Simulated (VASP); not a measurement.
# BN (I4/mmm) in VASP: notebook, part 2 of 2

VASP 6.6.1. The steps go on from the part before.

## 4. Single point, PBE (biaxial_xy strain +1.9%)

Contents of INCAR:

```
PREC = Accurate ; ENCUT = 520
EDIFF = 1E-6 ; ISMEAR = -1
SIGMA = 0.02 ; LREAL = F
LASPH = T ; NELM = 100
ALGO = Fast ; ISIF = 2
LWAVE = F ; LCHARG = T
GGA = PE ; LELF = T
LVHAR = T ; NBANDS = 11
```

Contents of KPOINTS:

```
regular mesh
0
Gamma
  12 12 12
```

Contents of POSCAR:

```
BN
1.0
    0.0000000000      1.7786474625      1.7458259350
    1.7786474625      0.0000000000      1.7458259350
    1.7786474625      1.7786474625      0.0000000000
B N
1 1
Direct
    0.0000000000      0.0000000000      0.0000000000
    0.5000000000      0.5000000000      0.5000000000
```

Potentials or basis: VASP PAW PBE potentials, release 64 (B, N).

The run is started by

```sh
cat potpaw_PBE.64/B/POTCAR potpaw_PBE.64/N/POTCAR > POTCAR
mpirun -np 1 vasp_std > vasp.out
```

OUTCAR:

```text
PREC = Accurate
   ENCUT = 520
   EDIFF = 1E-6
   ISMEAR = -1
   LREAL = F
   LASPH = T
   NELM = 100
   ISIF = 2
   GGA = PE

 ion  position               nearest neighbor table
   1  0.000  0.000  0.000-   2 1.75   2 1.75   2 1.78   2 1.78   2 1.78   2 1.78
   2  0.500  0.500  0.500-   1 1.75   1 1.75   1 1.78   1 1.78   1 1.78   1 1.78

  LATTYP: Found a body centered tetragonal cell.
 ALAT       =     2.5153873641
 C/A-ratio  =     1.3881169635

  Lattice vectors:

 A1 = (   0.0000000000,  -1.7786474625,  -1.7458259350)
 A2 = (   0.0000000000,   1.7786474625,  -1.7458259350)
 A3 = (   1.7786474625,   0.0000000000,   1.7458259350)

Analysis of symmetry for initial positions (statically):
=====================================================================
 Subroutine PRICEL returns:
 Original cell was already a primitive cell.

 Routine SETGRP: Setting up the symmetry group for a
 body centered tetragonal supercell.

 Subroutine GETGRP returns: Found 16 space group operations
 (whereof 16 operations were pure point group operations)
 out of a pool of 16 trial point group operations.

The static configuration has the point symmetry D_4h.

Analysis of symmetry for dynamics (positions and initial velocities):
=====================================================================
 Subroutine PRICEL returns:
 Original cell was already a primitive cell.

 Routine SETGRP: Setting up the symmetry group for a
 body centered tetragonal supercell.

 Subroutine GETGRP returns: Found 16 space group operations
 (whereof 16 operations were pure point group operations)
 out of a pool of 16 trial point group operations.

The dynamic configuration has the point symmetry D_4h.

 Subroutine INISYM returns: Found 16 space group operations
 (whereof 16 operations are pure point group operations),
 and found     1 'primitive' translations

----------------------------------------------------------------------------------------

                                     Primitive cell

  volume of cell :      11.0461

  direct lattice vectors                    reciprocal lattice vectors
     0.000000000  1.778647462  1.745825935    -0.281112480  0.281112480  0.286397395
     1.778647462  0.000000000  1.745825935     0.281112480 -0.281112480  0.286397395
     1.778647462  1.778647462  0.000000000     0.281112480  0.281112480 -0.286397395

  length of vectors
     2.492287100  2.492287100  2.515387364     0.489971347  0.489971347  0.489971347

  position of ions in fractional coordinates (direct lattice)
     0.000000000  0.000000000  0.000000000
     0.500000000  0.500000000  0.500000000

  ion indices of the primitive-cell ions
   primitive index   ion index
                 1           1
                 2           2

----------------------------------------------------------------------------------------

 KPOINTS: regular mesh

Automatic generation of k-mesh.
 Grid dimensions read from file:
 generate k-points for:   12   12   12

 Generating k-lattice:

  Cartesian coordinates                     Fractional coordinates (reciprocal lattice)
[... 39 lines left out ...]
  0.500000  0.166667  0.000000      8.000000
 -0.416667  0.166667  0.000000      8.000000
 [... further k-points ...]
   k-points           NKPTS =    163   k-points in BZ     NKDIM =    163   number of bands    NBANDS=     11
   number of dos      NEDOS =    301   number of ions     NIONS =      2
   total plane-waves  NPLWV =   8000
   dimension x,y,z NGX =    20 NGY =   20 NGZ =   20
   dimension x,y,z NGXF=    40 NGYF=   40 NGZF=   40
   ions per type =               1   1
   NGX,Y,Z   is equivalent  to a cutoff of  13.34, 13.34, 13.22 a.u.
   NGXF,Y,Z  is equivalent  to a cutoff of  26.68, 26.68, 26.44 a.u.
 SYSTEM =  unknown system
   PREC   = accura    normal or accurate (medium, high low for compatibility)
   ISTART =      0    job   : 0-new  1-cont  2-samecut
   ICHARG =      2    charge: 1-file 2-atom 10-const
   ISPIN  =      1    spin polarized calculation?
   LNONCOLLINEAR =      F non collinear calculations
   LSORBIT =      F    spin-orbit coupling
   LASPH  =      T    aspherical Exc in radial PAW
   ENCUT  =  520.0 eV  38.22 Ry    6.18 a.u.   4.63  4.63  4.68*2*pi/ulx,y,z
   NELM   =    100;   NELMIN=  2; NELMDL= -5     # of ELM steps
   EDIFF  = 0.1E-05   stopping-criterion for ELM
   LREAL  =      F    real-space projection
   EDIFFG = 0.1E-04   stopping-criterion for IOM
   NSW    =      0    number of steps for IOM
   IBRION =     -1    ionic relax: 0-MD 1-quasi-New 2-CG
   NFREE  =      0    steps in history (QN), initial steepest desc. (CG)
   ISIF   =      2    stress and relaxation
   ISYM   =      2    0-nonsym 1-usesym 2-fastsym
   POTIM  = 0.5000    time-step for ionic-motion
   TEBEG  =    0.0;   TEEND  =   0.0 temperature during run
   PSTRESS=    0.0 pullay stress
   NELECT =       8.0000    total number of electrons
   NUPDOWN=      -1.0000    fix difference up-down
   EMIN   =  10.00;   EMAX   =-10.00  energy-range for DOS
   EFERMI =   0.00;   METHOD = LEGACY
   ISMEAR =    -1;   SIGMA  =   0.02  broadening in eV -4-tet -1-fermi 0-gaus
   EFERMI_NEDOS =   21; number of points for ismear=-14 and -15
   IALGO  =     68    algorithm
   IMIX   =      4    mixing-type and parameters
     AMIX     =   0.40;   BMIX     =  1.00
     AMIX_MAG =   1.60;   BMIX_MAG =  1.00
  volume/ion in A,a.u.               =       5.52        37.27
  Fermi-wavevector in a.u.,A,eV,Ry     =   1.470171  2.778221 29.407681  2.161404
  Thomas-Fermi vector in A             =   2.585460
   LORBIT       =      0    0 simple, 1 ext, 2 COOP (PROOUT), +10 PAW based schemes
   GGA     = PE    functional components
   LHFCALC =     F    Hartree Fock is set to
   AEXX    =    0.0000 exact exchange contribution
   IVDW    =     0    specifies the selected vdW correction
   LEPSILON=     F    determine dielectric tensor
   LRPA    =     F    only Hartree local field effects (RPA)
 non-spin polarized calculation
 RMM-DIIS sequential band-by-band and
  energy-cutoff  :      520.00
  volume of cell :       11.05
 maximum number of plane-waves:       310
   NGX =  9   NGY =  9   NGZ =  9

 number of electron       7.9999999 magnetization

 Free energy of the ion-electron system (eV)
  ---------------------------------------------------
  ext. energy  EPLUGINS =         0.00000000
  ---------------------------------------------------
  free energy    TOTEN  =       -13.93586331 eV

  energy without entropy =      -13.93586331  energy(sigma->0) =      -13.93586331

 E-fermi :  10.2803     XC(G=0): -13.5745

 val. band max:        9.9392654478   @ k =  -0.1667   0.1667   0.0000
 cond. band min:      10.5863099358   @ k =   0.5000   0.5000   0.0000
 fundamental gap:      0.6470444880
 Fermi energy:        10.2803036175

 k-point     1 :       0.0000    0.0000    0.0000
  band No.  band energies     occupation
      1     -12.1271      2.00000
      2       8.7357      2.00000
      3       9.1609      2.00000
      4       9.1609      2.00000
      5      18.3361      0.00000
      6      21.2699      0.00000
      7      21.2699      0.00000
      8      22.2510      0.00000
      9      28.1691      0.00000
     10      28.1691      0.00000
     11      28.4568      0.00000
[... 309 lines left out ...]
 k-point    24 :      -0.4167    0.1667    0.0000
  band No.  band energies     occupation
      1      -6.5903      2.00000
      2      -1.5837      2.00000
      3       5.6541      2.00000
      4       7.9149      2.00000
      5      14.4830      0.00000
      6      16.7221      0.00000
      7      19.7062      0.00000
      8      23.9154      0.00000
      9      31.1078      0.00000
     10      33.8275      0.00000
     11      38.4005      0.00000

 [... further k-points ...]

------------------------ aborting loop because EDIFF is reached ----------------------------------------

  FORCE on cell =-STRESS in cart. coord.  units (eV):
  Direction    XX          YY          ZZ          XY          YZ          ZX
  --------------------------------------------------------------------------------------
  -------------------------------------------------------------------------------------
  Total       -0.7397984     -0.7397984     -0.5259075      0.0000000      0.0000000      0.0000000
  in kB     -107.3033473   -107.3033473    -76.2797477      0.0000000      0.0000000      0.0000000
  external PRESSURE =     -96.9621474 kB  Pullay stress =       0.0000000 kB

 VOLUME and BASIS-vectors are now :
 -----------------------------------------------------------------------------
  energy-cutoff  :      520.00
  volume of cell :       11.05
      direct lattice vectors                 reciprocal lattice vectors
     0.000000000  1.778647462  1.745825935    -0.281112480  0.281112480  0.286397395
     1.778647462  0.000000000  1.745825935     0.281112480 -0.281112480  0.286397395
     1.778647462  1.778647462  0.000000000     0.281112480  0.281112480 -0.286397395

 POSITION                                       TOTAL-FORCE (eV/Angst)
 -----------------------------------------------------------------------------------
      0.00000      0.00000      0.00000        -0.000000      0.000000     -0.000000
      1.77865      1.77865      1.74583         0.000000     -0.000000      0.000000
 -----------------------------------------------------------------------------------
    total drift:                                0.000000      0.000000      0.000000

  FREE ENERGIE OF THE ION-ELECTRON SYSTEM (eV)
  ---------------------------------------------------
  free  energy   TOTEN  =       -13.9358633140 eV

  energy  without entropy=      -13.9358633138  energy(sigma->0) =      -13.93586331
```

stdout:

```text
POSCAR found type information on POSCAR B N
 POSCAR found :  2 types and       2 ions
 scaLAPACK will be used
 LDA part: xc-table for (Slater+PW92), standard interpolation
 POSCAR, INCAR and KPOINTS ok, starting setup
 FFT: planning ... GRIDC
 FFT: planning ... GRID_SOFT
 FFT: planning ... GRID
 WAVECAR not read
 entering main loop
```

It took 8.2 s on 1 thread of Intel Xeon 6975P-C (Granite Rapids), shared host; peak memory 0.13 GiB.

What came out:

| Quantity | Value |
| --- | --- |
| Free energy | -13.9359 eV |
| Pressure | -9.7 GPa |
| Band gap on the k mesh | 0.65 eV, indirect (least direct gap 5.53 eV) |

Stress tensor (GPa, compression positive):
```
-10.73   0.00   0.00
  0.00 -10.73   0.00
  0.00   0.00  -7.63
```

## 5. The runs side by side

```csv
level,k mesh,smearing,exchange at q = 0,grid for exact exchange (PRECFOCK),screening parameter,gap on the mesh (eV),pressure (GPa)
HSE06,8 × 8 × 8,gaussian 0.01 eV,truncated,Normal,0.2079 1/A,1.71,-21.7
r2SCAN,12 × 12 × 12,gaussian 0.01 eV,-,-,-,0.76,-13.3
PBE,12 × 12 × 12,fermi-dirac 0.02 eV,-,-,-,0.65,-9.7
```

Alike in all rows: task single point; potentials or basis VASP PAW PBE potentials, release 64 (B, N); no spin polarisation; cell biaxial_xy strain +1.9%; cutoff (eV) 520.

Caveats: so large a pressure means that the cell lies far from this level's equilibrium, or that cutoff or potentials fall short (some runs); the potentials were made for another functional, which shifts forces and pressure (some runs); the PAW data sets were made with another functional, which shifts forces and pressure a little (some runs).

Absolute energies hang on the potentials; compare differences alone.
